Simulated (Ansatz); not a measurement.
SrCl2, 3R-MoS2 type, relaxed with r2SCAN+rVV10: 8 runs in the PAW code Ansatz, each a construction of maximally localised Wannier functions. It is trigonal, R3m (No. 160); conventional cell a = 4.171 Å, c = 18.405 Å, 30.82 Å³ an atom. Sr is surrounded by 6 Cl at 2.92 Å; Cl is surrounded by 3 Sr at 2.92 Å. Simulation only: spin-unpolarised, and no claim that this is the phase found in nature.

```xyz
3
Lattice="2.0857 1.2042 6.1350 -2.0857 1.2042 6.1350 0.0000 -2.4084 6.1350" Properties=species:S:1:pos:R:3 pbc="T T T"
Sr    0.0000    0.0000    0.0037
Cl    0.0000    0.0000    7.7812
Cl    0.0000    0.0000    4.4852
```

Windows count from the top of the filled bands; a dash means that no such window was set (without an outer window there is no disentanglement). Rows marked drawn have settings drawn at random (some not listed).

```csv
functional,SCF mesh,trial orbitals,functions,mesh,window (eV),frozen (eV),settings,Ω total (Å²),Ω invariant (Å²),largest spread (Å²),least projectability,"interpolation miss of the model's filled bands (eV, to the nearest computed level)"
PBE,6×6×6,"Cl s, Cl p",8,6×6×6,–,–,chosen,10.04,8.60,1.32,0.90,0.001
PBE,6×6×6,"Cl s, Cl p",8,4×4×4,–,–,chosen,9.73,8.31,1.28,0.90,0.009
PBE,6×6×6,Cl p,6,6×6×6,–,–,chosen,8.98,8.94,1.51,0.92,0.001
r2SCAN,6×6×6,"Cl s, Cl p",8,6×6×6,–,–,chosen,10.08,8.62,1.32,0.88,0.001
r2SCAN,6×6×6,Cl p,6,6×6×6,–,–,chosen,8.80,8.77,1.48,0.93,0.001
HSE06,6×6×6,"Cl s, Cl p",8,6×6×6,–,–,chosen,10.39,8.94,1.37,0.85,–
HSE06,6×6×6,Cl p,6,6×6×6,–,–,chosen,8.74,8.71,1.47,0.93,–
PBE,6×6×6,Cl p (loose tolerance),6,6×6×6,–,–,drawn,8.98,8.94,1.51,0.92,0.001
```

For Cl s, Cl p with PBE the spread goes 9.73 Å² (4×4×4), 10.04 Å² (6×6×6): finite differences on a coarse mesh understate it.
